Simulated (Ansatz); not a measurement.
FePt (Tetraferroplatinum):

```xyz
2
Lattice="2.7235 0.0000 0.0000 0.0000 2.7235 0.0000 0.0000 0.0000 3.7200" Properties=species:S:1:pos:R:3 pbc="T T T"
Pt    1.3618    1.3618    1.8600
Fe    0.0000    0.0000    0.0000
```

```yaml
Program: Ansatz 0.2.0
Task: relaxation of cell and atoms
Functional: PBEsol
Potentials_or_basis: all-electron LAPW, scalar-relativistic
Basis_error_allowed: 0.001 eV/atom
k_mesh: 10 × 10 × 7
Occupations: fermi-dirac, width 0.05 eV
Spin: collinear spin, ferromagnetic start
Starting_moments: "[0.0, 3.0] μB"
```

At the start: volume 13.80 Å³/atom.

**Question.** How do energy, volume and symmetry change on relaxing?

**Answer.** Over 5 steps the energy falls by 7.4 meV/atom and the volume is 13.42 Å³/atom (-2.7 %); space group P4/mmm (No. 123, to 0.05 Å); moment 3.23 μB per cell.

The path:
```csv
step,energy change (eV),largest force (eV/Å),volume (Å³)
1,0.0000,0.0000,27.59
2,-0.0107,0.0000,26.47
3,-0.0147,0.0000,26.87
4,-0.0147,0.0000,26.85
5,-0.0147,0.0000,26.85
```

Final structure:
```
CELL_PARAMETERS angstrom
2.69417 0.00000 0.00000
0.00000 2.69417 0.00000
0.00000 0.00000 3.69839
ATOMIC_POSITIONS crystal
Pt 0.50000 0.50000 0.50000
Fe 0.00000 0.00000 0.00000
```
